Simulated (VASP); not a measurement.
The system is CdIn2O4.

```
Cd In O
1.0
     0.00000    4.60293    4.60293
     4.60293    0.00000    4.60293
     4.60293    4.60293    0.00000
Cd In O
2 4 8
Direct
  0.00000 0.00000 0.00000
  0.25000 0.25000 0.25000
  0.62500 0.62500 0.62500
  0.12500 0.62500 0.62500
  0.62500 0.62500 0.12500
  0.62500 0.12500 0.62500
  0.86209 0.86209 0.86209
  0.83626 0.38791 0.38791
  0.86209 0.86209 0.41374
  0.38791 0.83626 0.38791
  0.41374 0.86209 0.86209
  0.38791 0.38791 0.38791
  0.86209 0.41374 0.86209
  0.38791 0.38791 0.83626
```

Base run:

- Program: VASP 6.6.1
- Functional: PBE
- Potentials or basis: VASP PAW PBE potentials, release 64 (Cd, In_d, O)
- Cutoff: 520 eV
- k mesh: 6 × 6 × 6
- Occupations: gaussian, width 0.03 eV
- Spin: no spin polarisation

Its results: band gap on the k mesh 1.05 eV, indirect (least direct gap 1.12 eV); pressure 5.8 GPa; largest force 0.081 eV/Å.

Task: After a change of settings the same cell gave: band gap on the k mesh 1.56 eV, indirect (least direct gap 1.63 eV); pressure 0.8 GPa; largest force 0.088 eV/Å. Which change was it?
A. functional from PBE to LDA; potentials or basis from VASP PAW PBE potentials, release 64 (Cd, In_d, O) to VASP PAW LDA potentials, release 64 (Cd, In_d, O)
B. functional from PBE to r2SCAN
C. further incar settings from ALGO = Normal; EDIFF = 1e-06 to ALGO = Normal; EDIFF = 1e-06; NBANDS = 86

Result: B.

r2SCAN gives the wider gap, since meta-GGAs in the generalised Kohn-Sham scheme recover part of the derivative discontinuity.

Caveats: spin-orbit coupling is left out, which moves the levels of the heavy elements; the PAW data sets were made with another functional, which shifts forces and pressure a little (some runs).
